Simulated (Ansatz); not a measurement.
# Is this ScAl3 structure a true minimum?

It was relaxed at this level from a Materials Project cell.

The calculation used Ansatz 0.2.0, DFT PBE, scalar-relativistic, plane waves, PAW. Cutoff 420 eV; k points 12×12×12 on the computed 4-atom cell (Γ-centred); Gaussian smearing, width 0.10 eV; no spin polarisation.

The cell below (4 atoms, space group Pm-3m (No. 221)) is relaxed within its symmetry.

```xyz
4
Lattice="4.1059 0.0000 0.0000 0.0000 4.1059 0.0000 0.0000 0.0000 4.1059" Properties=species:S:1:pos:R:3 pbc="T T T"
Sc    0.0000    0.0000    0.0000
Al    2.0530    0.0000    2.0530
Al    0.0000    2.0530    2.0530
Al    2.0530    2.0530    0.0000
```

For the test a repeat of it with 8 atoms (edges 4.11, 4.11, 8.21 Å) was strained at random (σ = 1.5 % a component), the atoms were moved at random (σ = 0.15 Å), and all was relaxed again on a coarse 6×6×4 mesh (in the run’s order of axes) with 0.20 eV smearing, with no symmetry imposed.

Question: Is the structure stable against such a distortion?

Answer: It returns, within 1 meV/atom of the unmoved cell on that mesh and with the same symmetry when read at 0.1 Å (P4/mmm at 0.01 Å, so small strains and shifts remain). No instability shows in this cell; modes of other wave vectors, which need another repeat, aren't tested.
